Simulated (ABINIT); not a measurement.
Runs of ABINIT 10.8.3 (patched build) on WS2. Symmetry: R3m, No. 160, trigonal system. The conventional cell has a = 3.158 Å, b = 3.158 Å, c = 18.490 Å, α = 90.00°, β = 90.00°, γ = 120.00°. Around W (site symmetry 3m) lie 6 S at 2.39 to 2.42 Å. S (site symmetry 3m) is surrounded by 3 W at 2.39 Å. S (site symmetry 3m) is surrounded by 3 W at 2.42 Å. Measurements of this composition are mostly on another form, of space group No. 194.

```tsv
level	potentials or basis	spin	k mesh	other keys	gap on the mesh (eV)	pressure (GPa)	moment (μB)	largest force (eV/Å)
PBE+U	JTH PAW PBE v2.0	collinear, ferromagnetic start	7 × 7 × 7	-	1.18	11.6	0.00	1.33
PBEsol+U	JTH PAW PBE v2.0	collinear, random start	6 × 6 × 6, shifted	kshift = [0.5, 0.5, 0.5]	1.11	6.7	0.00	(c)
LDA+U	JTH PAW LDA v2.0	collinear, ferromagnetic start	7 × 7 × 7	-	(a)	3.0	0.00	0.79
PBEsol+U	JTH PAW PBE v2.0	off	7 × 7 × 7	-	1.14	6.7	-	(b)
```

Alike in all rows: task single point; W d U = 8 eV; cell as given; cutoff (eV) 544; smearing gaussian 0.05 eV.

Fill in the values left out.

(a) 1.10; (b) 1.08; (c) 1.09.

Caveats: spin-orbit coupling is left out, which moves the levels of the heavy elements; an odd mesh through Γ misses points on the zone boundary, where band edges often lie (some runs); the PAW data sets were made with another functional, which shifts forces and pressure a little (some runs); forces of over 1 eV/Å show positions far from the minimum, so gaps and moduli don't describe the material at rest (some runs); Libxc's GGAs can fail where the two spin gradients oppose each other (some runs).

A k mesh can miss the band edges, and the runs leave out spin-orbit coupling on W.
